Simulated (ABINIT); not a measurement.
# KCl (Sylvite): Bethe-Salpeter spectra with ABINIT

Wanted: excitons and ε₂ of KCl (Sylvite), with cost.

Program: ABINIT 10.8.3. Level of theory: PBE and many-body steps on it, plane waves. Results are calculated unless marked as measured.

## 1. Set-up

Symmetry: Fm-3m, No. 225, cubic system. Conventional cell: a = 6.293 Å, b = 6.293 Å, c = 6.293 Å, α = 90.00°, β = 90.00°, γ = 90.00°. Nearest to K lie 6 Cl at 3.15 Å. Cl has 6 K at 3.15 Å nearest. Farther neighbours and most contacts between anions are not listed.

As a file:

```cif
data_structure
_symmetry_space_group_name_H-M 'P 1'
_symmetry_Int_Tables_number 1
_cell_length_a 4.4498
_cell_length_b 4.4498
_cell_length_c 4.4498
_cell_angle_alpha 60.000
_cell_angle_beta 60.000
_cell_angle_gamma 60.000
_cell_volume 62.30
loop_
_atom_site_label
_atom_site_type_symbol
_atom_site_fract_x
_atom_site_fract_y
_atom_site_fract_z
_atom_site_occupancy
K1 K 0.00000 0.00000 0.00000 1
Cl2 Cl 0.50000 0.50000 0.50000 1
```

The cell and positions come from the Crystallography Open Database and are kept as given unless a step says otherwise.

## 2. Empty states on the mesh, 4×4×4 mesh, 260 bands

This step: ABINIT 10.8.3; DFT, PBE, plane waves, norm-conserving pseudopotentials.

The sums over transitions need many empty states on a uniform mesh; this step solves for them.

Input file run.abi:

```
acell 3*1.0 Angstrom
rprim 
  -0.000000000000 3.146470000000 3.146470000000
  3.146470000000 0.000000000000 3.146470000000
  3.146470000000 3.146470000000 -0.000000000000
ntypat 2
znucl 19 17
natom 2
typat 1 2
xred 
  0.000000000000 0.000000000000 0.000000000000
  0.500000000000 0.500000000000 0.500000000000
pp_dirpath "pseudos"
pseudos "K.upf, Cl.upf"
ecut 33
ngkpt 4 4 4
nshiftk 1
shiftk 0 0 0
kptopt 1
chksymbreak 0
irdden 1
istwfk *1
nband 260
prtvol 0
optdriver 6
gwr_task "HDIAGO"
paral_kgb 0
occopt 1
indata_prefix "in"
outdata_prefix "out"
tmpdata_prefix "tmp"
```

The run is started by

```sh
$ OMP_NUM_THREADS=1 mpirun -n 4 abinit run.abi > log
```

What it wrote:

```text
.Version 10.8.3 of ABINIT. v10.8.2 released Aug 2026.

 Symmetries : space group Fm -3 m (#225); Bravais cF (face-center cubic)
[... echo of the input left out ...]
== DATASET  1 ==================================================================
-   mpi_nproc: 4, omp_nthreads: 1 (-1 if OMP is not activated)

--- !DatasetInfo
iteration_state: {dtset: 1, }
dimensions: {natom: 2, nkpt: 8, mband: 260, nsppol: 1, nspinor: 1, nspden: 1, mpw: 3839, }
cutoff_energies: {ecut:  33.0, pawecutdg:  -1.0, }
[...]
Direct band gap semiconductor
 Fundamental gap:     5.190 (eV)
   VBM:    -0.231 (eV) at k: [ 0.0000E+00,  0.0000E+00,  0.0000E+00]
   CBM:     4.958 (eV) at k: [ 0.0000E+00,  0.0000E+00,  0.0000E+00]
 Direct gap:         5.190 (eV) at k: [ 0.0000E+00,  0.0000E+00,  0.0000E+00]

== END DATASET(S) ==============================================================
================================================================================

 -outvars: echo values of variables after computation  --------
           etotal      0.0000000000E+00
            nband         260
             nkpt           8
          spgroup         225
 [... the other variables as echoed above ...]

 Calculation completed.
```

The job ended after 45 s (4 MPI ranks of Intel Xeon 6975P-C (Granite Rapids), shared host; peak memory 3.4 GiB; 3 min of CPU time).

Numbers from this step:

```yaml
gap: 5.190 eV
k_of_the_valence_top: 0, 0, 0
k_of_the_conduction_bottom: 0, 0, 0
least_direct_gap: 5.190 eV
k_points_computed: 8
lowest_point_of_the_top_converged_band_above_the_valence_top: 133.3654 eV
```

On this mesh the gap is 5.190 eV.

The density comes from a self-consistent run that is not shown.

## 3. Screening, 4×4×4 mesh, 252 bands, screening to 209.5 eV

The RPA dielectric matrix is built and inverted for each q.

This step: RPA screening on PBE, plane waves, norm-conserving pseudopotentials.

run.abi: that of step 2 with these lines changed.

```diff
@@ -20,10 +20,11 @@
 chksymbreak 0
-irdden 1
 istwfk *1
-nband 260
-prtvol 0
-optdriver 6
-gwr_task "HDIAGO"
-paral_kgb 0
 occopt 1
+irdwfk 1
+optdriver 3
+nband 252
+ecuteps 7.7
+inclvkb 2
+awtr 1
+symchi 1
 indata_prefix "in"
```

What it wrote:

```text
.Version 10.8.3 of ABINIT. v10.8.2 released Aug 2026.

 Symmetries : space group Fm -3 m (#225); Bravais cF (face-center cubic)
[... echo of the input left out ...]
== DATASET  1 ==================================================================
-   mpi_nproc: 4, omp_nthreads: 1 (-1 if OMP is not activated)

--- !DatasetInfo
iteration_state: {dtset: 1, }
dimensions: {natom: 2, nkpt: 8, mband: 252, nsppol: 1, nspinor: 1, nspden: 1, mpw: 3839, }
cutoff_energies: {ecut:  33.0, pawecutdg:  -1.0, }
[...]
--------------------------------------------------------------------------------
[... chi0 elements left out ...]
 For q-point:  0.000010 0.000020 0.000030
  dielectric constant =   2.1775
  dielectric constant without local fields =   2.5856

  Average fulfillment of the sum rule on Im[epsilon] for q-point    1 :     83.06  [%]
[... wings left out ...]
  q-point number  2        q = ( 0.250000, 0.000000, 0.000000) [r.l.u.]
--------------------------------------------------------------------------------
[... chi0 elements left out ...]
  Average fulfillment of the sum rule on Im[epsilon] for q-point    2 :     85.51  [%]

 [... 6 further q-points ...]
```

Elapsed: 45 s, on 4 MPI ranks; peak memory 1.7 GiB; 3 min of CPU time.

This step gave:

| Item | Value |
| --- | --- |
| ε∞ with local fields, on this mesh, along the program's q direction | 2.178 |
| the same without local fields | 2.586 |
| plasma frequency | 18.82 eV |
| plane waves in the screening matrix | 411 |

Local fields lower ε∞ by 16 %.

## 4. Self-energy, 4×4×4 mesh, 252 bands, screening to 209.5 eV

The self-energy is evaluated for the states that the input lists, and the levels follow from it, in one-shot runs by the linearised quasiparticle equation.

This step: G0W0 on PBE, plane waves, norm-conserving pseudopotentials.

run.abi: that of step 3 with these lines changed.

```diff
@@ -23,8 +23,15 @@
 irdwfk 1
-optdriver 3
+optdriver 4
 nband 252
+gwcalctyp 0
+ecutsigx 33
+symsigma 1
+nkptgw 1
+kptgw 
+  0.0000000000 0.0000000000 0.0000000000
+bdgw 
+  6 12
 ecuteps 7.7
-inclvkb 2
-awtr 1
-symchi 1
+irdscr 1
+ppmodel 1
 indata_prefix "in"
```

What it wrote:

```text
.Version 10.8.3 of ABINIT. v10.8.2 released Aug 2026.

 Symmetries : space group Fm -3 m (#225); Bravais cF (face-center cubic)
[... echo of the input left out ...]
== DATASET  1 ==================================================================
-   mpi_nproc: 4, omp_nthreads: 1 (-1 if OMP is not activated)

--- !DatasetInfo
iteration_state: {dtset: 1, }
dimensions: {natom: 2, nkpt: 8, mband: 252, nsppol: 1, nspinor: 1, nspden: 1, mpw: 3839, }
cutoff_energies: {ecut:  33.0, pawecutdg:  -1.0, }
[...]
10   8.135  -8.956  -4.051  -3.069   0.867  -0.153  -7.364   1.593   9.728
       11   8.135  -8.956  -4.051  -3.069   0.867  -0.153  -7.364   1.593   9.728
       12   8.135  -8.956  -4.051  -3.069   0.867  -0.153  -7.364   1.593   9.728

== END DATASET(S) ==============================================================
================================================================================

 -outvars: echo values of variables after computation  --------
           etotal      0.0000000000E+00
            nband         252
             nkpt           8
          spgroup         225
 [... the other variables as echoed above ...]

 Calculation completed.
```

The job ended after 20 s (4 MPI ranks; peak memory 1.8 GiB; 80 s of CPU time).

This step gave:

- G0W0 gap on the points computed: 8.144 eV
- starting gap on the mesh: 5.190 eV
- k of the valence top: 0, 0, 0
- k of the conduction bottom: 0, 0, 0
- least direct G0W0 gap on the computed points: 8.144 eV

The gap on the mesh goes from 5.19 eV to 8.14 eV, a correction of +2.95 eV.

The gap opens by 2.954 eV; the next steps shift the empty bands rigidly by 2.954 eV.

## 5. Excitons

Optical absorption needs the electron-hole interaction, solved here in a basis of vertical transitions on the mesh.

This step: Bethe-Salpeter equation on PBE with a scissors shift, plane waves, norm-conserving pseudopotentials.

run.abi: that of step 4 with these lines changed.

```diff
@@ -23,15 +23,17 @@
 irdwfk 1
-optdriver 4
-nband 252
-gwcalctyp 0
-ecutsigx 33
-symsigma 1
-nkptgw 1
-kptgw 
-  0.0000000000 0.0000000000 0.0000000000
-bdgw 
-  6 12
-ecuteps 7.7
+optdriver 99
+bs_calctype 1
+mbpt_sciss 2.954 eV
+bs_loband 6
+nband 14
+bs_exchange_term 1
+bs_coulomb_term 11
+bs_coupling 0
+bs_algorithm 1
+bs_freq_mesh 0 14 0.1 eV
+zcut 0.15 eV
+ecuteps 4
+ecutwfn 16.5
+inclvkb 2
 irdscr 1
-ppmodel 1
 indata_prefix "in"
```

What it wrote:

```text
.Version 10.8.3 of ABINIT. v10.8.2 released Aug 2026.

 Symmetries : space group Fm -3 m (#225); Bravais cF (face-center cubic)
[... echo of the input left out ...]
== DATASET  1 ==================================================================
-   mpi_nproc: 4, omp_nthreads: 1 (-1 if OMP is not activated)

--- !DatasetInfo
iteration_state: {dtset: 1, }
dimensions: {natom: 2, nkpt: 8, mband: 14, nsppol: 1, nspinor: 1, nspden: 1, mpw: 1363, }
cutoff_energies: {ecut:  16.5, pawecutdg:  -1.0, }
electrons: {nelect:   1.60000000E+01, charge:   0.00000000E+00, occopt:   1.00000000E+00, tsmear:   1.00000000E-02, }

 Exciton: Calculation of dielectric properties by solving the Bethe-Salpeter equation
 in frequency domain and reciprocal space on a transitions basis set.
 Based on a program developed by L. Reining, V. Olevano, F. Sottile,
 S. Albrecht, and G. Onida. Incorporated in ABINIT by M. Giantomassi.

.Using double precision arithmetic ; gwpc =  8

[... cell and pseudopotentials left out ...]
--------------------------------------------------------------------------------

 ==== K-mesh for the wavefunctions ====
 Number of points in the irreducible wedge :     8
[... list of points left out ...]
 Together with 48 symmetry operations and time-reversal symmetry
 yields    64 points in the full Brillouin Zone.

 ==== Q-mesh for the screening function ====
 Number of points in the irreducible wedge :     8
[... list of points left out ...]
 Together with 48 symmetry operations and time-reversal symmetry
 yields    64 points in the full Brillouin Zone.

 vcoul_init : cutoff-mode = AUXILIARY_FUNCTION
 q-points for optical limit:   1
     1)      0.000010    0.000020    0.000030
 setmesh: FFT mesh size selected  =    24x   24x   24
          total number of points  =        13824

 ==== Fundamental parameters for the solution of the Bethe-Salpeter equation: ====
 Algorithm: Direct diagonalization.
 Dimension of the v, W matrices,  npweps  = 169
 Cutoff for the wavefunctions,    npwwfn  = 1363
 Number of k-points in the IBZ,   nkibz   = 8
 Highest empty band included,     nband   = 14
 === Spin UP ===
 Number of resonant transitions          1152
 Lowest occupied state                   6
 Highest occupied state                  8
 Lowest unoccupied state                 9
 Highest unoccupied state                14
 Minimum frequency [eV]           Emin    =   0.00
 Maximum frequency [eV]           Emax    =  14.00
 Frequency step [eV]              dE      =   0.10
 Lorentzian broadening [eV]       eta     =   0.15
 RPA L0 with KS energies and KS wavefunctions
 Scissors operator energy [eV] =          2.95
 Local fields effects (v term) included
 Excitonic effects (W term) included
 Full W_GG' included
 W is read from an external SCR file
 Resonant-only calculation (Hermitian case)

 Calculating epsilon_Macro(q-->0,w), along the following directions:
 q = (  1.092728  0.000000  0.000000) [r.l.u.]
 q = (  0.000000  1.092728  0.000000) [r.l.u.]
 q = (  0.000000  0.000000  1.092728) [r.l.u.]
 q = (  0.000000  0.946330  0.946330) [r.l.u.]
 q = (  0.946330  0.000000  0.946330) [r.l.u.]
 q = (  0.946330  0.946330  0.000000) [r.l.u.]
 Number of electrons calculated from density =   15.9977; Expected =   16.0000
 average of density, n =  0.038050
 r_s =    1.8444
 omega_plasma =   18.8163 [eV]

. Writing resonant excitonic Hamiltonian on file out_BSR; file size=   0.01 [Gb].
 Direct diagonalization of the resonant excitonic Hamiltonian, Matrix size= 1152
. Using LAPACK sequential version.
 Excitonic eigenvalues in eV up to n=   32
   6.82444   6.82846   6.82915   7.79534   7.80855   7.81113   8.25270   8.26208
   8.26273   8.28142   8.31010   8.31565   8.31701   8.33269   8.35411   8.35891
   8.36426   8.40837   8.44160   8.45320   8.48559   8.48793   8.50847   8.54275
   8.54590   8.59317   8.59576   8.59607   8.62188   8.62239   8.62555   8.62987

 First excitonic eigenvalue=    6.82 [eV]
 Last  excitonic eigenvalue=   14.52 [eV]

 GW  direct gap       8.14  0.00 [eV]
 EXC direct gap       6.82  0.00 [eV]
 EXC binding energy   1.32  0.00 [eV]

 Excitonic eigenvalues up to the GW energy gap [eV]
  1 (  6.82  0.00)
  2 (  6.83  0.00)
  3 (  6.83  0.00)
  4 (  7.80  0.00)
  5 (  7.81  0.00)
  6 (  7.81  0.00)

 Macroscopic dielectric function:
 omega [eV] <KS_RPA_nlf>  <GW_RPA_nlf>  <BSE>
   0.0000   2.0565   0.0000   1.7854   0.0000   1.9476   0.0000
   0.1000   2.0566   0.0005   1.7855   0.0002   1.9477   0.0003
   0.2000   2.0571   0.0009   1.7856   0.0004   1.9480   0.0007
   0.3000   2.0578   0.0014   1.7859   0.0005   1.9486   0.0010
   0.4000   2.0589   0.0019   1.7863   0.0007   1.9494   0.0014
   0.5000   2.0603   0.0023   1.7869   0.0009   1.9504   0.0017
   0.6000   2.0620   0.0028   1.7875   0.0011   1.9517   0.0021
   0.7000   2.0640   0.0033   1.7883   0.0013   1.9532   0.0024
   0.8000   2.0664   0.0038   1.7892   0.0014   1.9549   0.0028
   0.9000   2.0691   0.0043   1.7903   0.0016   1.9569   0.0031

 Writing KS-RPA macroscopic dielectric function without local fields to file: out_RPA_NLF_MDF
 Writing GW-RPA macroscopic dielectric function without local fields to file: out_GW_NLF_MDF
 Writing EXC Macroscopic dielectric function to file: out_EXC_MDF

== END DATASET(S) ==============================================================
================================================================================

 -outvars: echo values of variables after computation  --------
           etotal      0.0000000000E+00
            nband          14
             nkpt           8
          spgroup         225
 [... the other variables as echoed above ...]

 Calculation completed.
```

Run time: 32 s. Hardware: 4 MPI ranks; peak memory 0.41 GiB.

Numbers from this step:

| Item | Value |
| --- | --- |
| direct gap of the transition levels | 8.144 eV |
| transitions in the window | 1152 |
| first strong exciton (over a fiftieth of the strongest listed) | 6.824 eV |
| lowest state | 6.824 eV |
| binding of the lowest state below the direct gap | 1.320 eV |
| Coulomb term of one mesh cell | 1.184 eV |

The binding is 1.1 times the screened Coulomb term of one mesh cell (1.18 eV), so it is not shown settled.

The lowest state lies at 6.824 eV, 1.320 eV under the direct gap.

Lines within 3 meV are set at the lowest of them, and the highest group, which the list may cut short, is left out. Lines of the exciton spectrum (strongest = 100):

| position (eV) | lines merged | oscillator strength, relative |
| --- | --- | --- |
| 6.824 | 1 | 40 |
| 6.829 | 2 | 74 |
| 7.795 | 1 | 55 |
| 7.809 | 2 | 100 |
| 8.253 | 1 | 0.0 |
| 8.262 | 2 | 0.1 |
| 8.281 | 1 | 0.2 |
| 8.310 | 1 | 0.5 |
| 8.316 | 2 | 3.7 |
| 8.333 | 1 | 3.5 |
| 8.354 | 1 | 0.1 |

The ε₂ has structure finer than the step of the table below, so its rows give means over 0.25 eV, whole bins alone (the curve runs from 0 to 13.9 eV). Peaks (eV: height): BSE 6.800: 3.24, 7.800: 4.57, 9.400: 1.95, 10.800: 3.25, 11.400: 2.60, 11.900: 2.55, 12.800: 2.67; no electron-hole interaction 9.700: 2.98, 10.600: 3.47, 11.500: 3.81, 13.100: 4.20, 13.800: 3.76; Kohn-Sham, no shift 6.700: 2.99, 7.700: 3.56, 8.600: 3.77, 10.200: 4.20, 10.900: 3.62.

Mean over the three Cartesian directions of q; broadening 0.15 eV; transition window only. Limits: finite bands, cutoff and mesh; exciton not shown settled in the k mesh. The ε₂ by photon energy; means over each step:

| photon energy (eV) | BSE | no electron-hole interaction | Kohn-Sham, no shift |
| --- | --- | --- | --- |
| 0.25 | 8.5e-4 | 4.5e-4 | 0.00116 |
| 0.50 | 0.00173 | 9.0e-4 | 0.00233 |
| 0.75 | 0.00262 | 0.00135 | 0.00355 |
| 1.00 | 0.00353 | 0.0018 | 0.00480 |
| 1.25 | 0.00450 | 0.00230 | 0.00610 |
| 1.50 | 0.00552 | 0.00280 | 0.00751 |
| 1.75 | 0.00658 | 0.00330 | 0.00902 |
| 2.00 | 0.00774 | 0.00381 | 0.0107 |
| 2.25 | 0.00901 | 0.00439 | 0.0125 |
| 2.50 | 0.0104 | 0.00498 | 0.0146 |
| 2.75 | 0.0120 | 0.00560 | 0.0170 |
| 3.00 | 0.0137 | 0.00630 | 0.0198 |
| 3.25 | 0.0157 | 0.00705 | 0.0232 |
| 3.50 | 0.0180 | 0.00780 | 0.0274 |
| 3.75 | 0.0208 | 0.00865 | 0.0328 |
| 4.00 | 0.0241 | 0.00960 | 0.0403 |
| 4.25 | 0.0281 | 0.0106 | 0.0514 |
| 4.50 | 0.0331 | 0.0118 | 0.0714 |
| 4.75 | 0.0395 | 0.0131 | 0.121 |
| 5.00 | 0.0481 | 0.0145 | 0.332 |
| 5.25 | 0.0601 | 0.0162 | 0.523 |
| 5.50 | 0.0779 | 0.0182 | 0.243 |
| 5.75 | 0.107 | 0.0205 | 0.197 |
| 6.00 | 0.161 | 0.0232 | 0.272 |
| 6.25 | 0.287 | 0.0266 | 0.548 |
| 6.50 | 0.751 | 0.0308 | 1.72 |
| 6.75 | 2.40 | 0.0364 | 2.65 |
| 7.00 | 1.77 | 0.0442 | 1.40 |
| 7.25 | 0.789 | 0.0563 | 1.39 |
| 7.50 | 1.27 | 0.0792 | 2.37 |
| 7.75 | 3.46 | 0.142 | 3.35 |
| 8.00 | 2.22 | 0.404 | 2.91 |
| 8.25 | 1.32 | 0.477 | 2.29 |
| 8.50 | 1.54 | 0.222 | 3.38 |
| 8.75 | 1.64 | 0.205 | 2.87 |
| 9.00 | 1.82 | 0.301 | 1.86 |
| 9.25 | 1.73 | 0.663 | 1.81 |
| 9.50 | 1.62 | 2.05 | 1.38 |
| 9.75 | 1.20 | 2.49 | 2.17 |
| 10.00 | 1.30 | 1.27 | 3.32 |
| 10.25 | 1.72 | 1.53 | 3.98 |
| 10.50 | 1.85 | 2.62 | 3.53 |
| 10.75 | 2.78 | 3.37 | 3.30 |
| 11.00 | 2.51 | 2.71 | 2.97 |
| 11.25 | 2.11 | 2.41 | 2.05 |
| 11.50 | 2.16 | 3.49 | 1.46 |
| 11.75 | 2.24 | 2.60 | 1.07 |
| 12.00 | 2.40 | 1.81 | 0.496 |
| 12.25 | 2.13 | 1.76 | 0.331 |
| 12.50 | 1.92 | 1.40 | 0.195 |
| 12.75 | 2.44 | 2.40 | 0.118 |
| 13.00 | 2.25 | 3.53 | 0.0861 |
| 13.25 | 1.59 | 3.95 | 0.0678 |
| 13.50 | 1.46 | 3.39 | 0.0556 |
| 13.75 | 0.855 | 3.37 | 0.0466 |

[end of part 1 of 3]

[Paths, hosts, dates, memory and timing lines, banners, echoed tables and standing remarks are left out of the program output.]

[Logs are printed without paths, hosts, clocks, repeated set-up lines and the standing remarks that a program may print on its own settings, such as how far it seeks lower states.]

[Runs of the session that timed out or met a known fault of the program may be left out.]

[Hosts, paths, dates, database ids (printed as entryN), source tags and the programs' standing remarks are cut or masked in the printed files.]

[G0W0 gaps are taken among the corrected bands and points alone; a level outside them can change the order at an edge.]

[Where Ansatz stands beside ABINIT at settings called matched, ABINIT's density can come from a denser mesh and the files from another edition; pairs whose starting gaps differed by over 0.03 eV were left out, so agreement reads better than it is.]
